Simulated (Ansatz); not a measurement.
## Static calculation, Co

System: Co (fcc type), 1 atom in the cell.

Ansatz input (lattice in Å, positions in fractions of it; a bare `kind: paw` takes the build's default datasets)
```yaml
crystal:
  lattice:
    - [0, 1.725, 1.725]
    - [1.725, 0, 1.725]
    - [1.725, 1.725, 0]
  atoms:
    - { symbol: Co, position: [0, 0, 0] }
kpoints:
  mp_grid: { grid: [12, 12, 12] }
hamiltonian:
  xc: pbe
  pseudopotentials:
    kind: paw
    azcp:
      Co: "pseudopotentials/pbe/paw/ansatz_paw_generated_hard_1/Co.paw.azcp"
scf:
  occupations: { method: fermi_dirac, width: 0.1 }
  convergence: { dr2_threshold: "1e-10 eV" }
  max_iter: 300
output:
  forces: true
  stress: true
  eigenvalues: true
```

The calculation used Ansatz 0.2.0 development build, PBE, plane waves, PAW datasets (generated hard set).

What the run gave

```yaml
Plane-wave_cutoff_used: 700 eV
Pressure: 1.56 GPa
Smearing_term_TS: 72.8 meV/atom
Gap_on_the_mesh: none (metallic)
Valence_electrons: 17
Irreducible_k-points: 72
CPU_time: about 4 core-seconds on a shared host
```

Stress tensor in GPa, compression positive:
```
1.56 0.00 0.00
0.00 1.56 0.00
0.00 0.00 1.56
```

The stress includes the program's correction for the finite plane-wave basis.

This cubic structure is a model: it isn't the usual form of the substance at ambient conditions, and such phases are metastable or hypothetical. The real material is magnetic: without spin this is a model state, and volume, stiffness and gap can lie far from those of the magnetic ground state. The k-mesh is modest, so these values aren't fully converged in k.
